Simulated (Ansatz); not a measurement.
# How far is this LiF from the hull?

All numbers below come from Ansatz, DFT PBE, scalar-relativistic, plane waves, PAW. All cells share a 420 eV cutoff and Γ-centred k meshes spaced at most about 0.3 Å⁻¹ (2π included). No spin polarisation.

Energies over the elements count from the elements' standard structures at the same level (F₂ as a molecule), with no fitted energy shifts.

These are static total energies at zero pressure.

The competitors are the elements and 1 reference phase of this chemical system (from databases or known types: LiF), relaxed at the same level; other known phases may be missing.

The candidate was reached from: 4-connected net, two elements alternating.

```xyz
4
Lattice="0.0000 2.7474 4.8628 1.4178 0.0000 4.8628 1.4178 2.7474 0.0000" Properties=species:S:1:pos:R:3 pbc="T T T"
Li    1.4178    2.7474    1.7862
Li    0.7089    1.3737    4.2176
F     1.4178    2.7474    7.9393
F     0.7089    1.3737    0.6452
```

Problem. Where does it stand against these competitors?

Solution. Not the lowest form: another structure of the same formula lies lower. Its formation energy is -2.896 eV/atom. The lowest competing phase at this composition is this:

```json
{"phase": "LiF", "space group": "P6_3mc (No. 186)", "source": "Materials Project", "share of atoms": "1.0000", "ΔE_f (eV/atom)": "-2.953"}
```

The candidate lies 57 meV/atom above this phase. The candidate matches no cell in the subsets of the Crystallography Open Database and the Materials Project at hand. It is metastable at best. Shaken at random and relaxed again it fell by 49 meV/atom, so it probably isn't a firm minimum. The Crystallography Open Database lists this formula in another space group (No. 225).
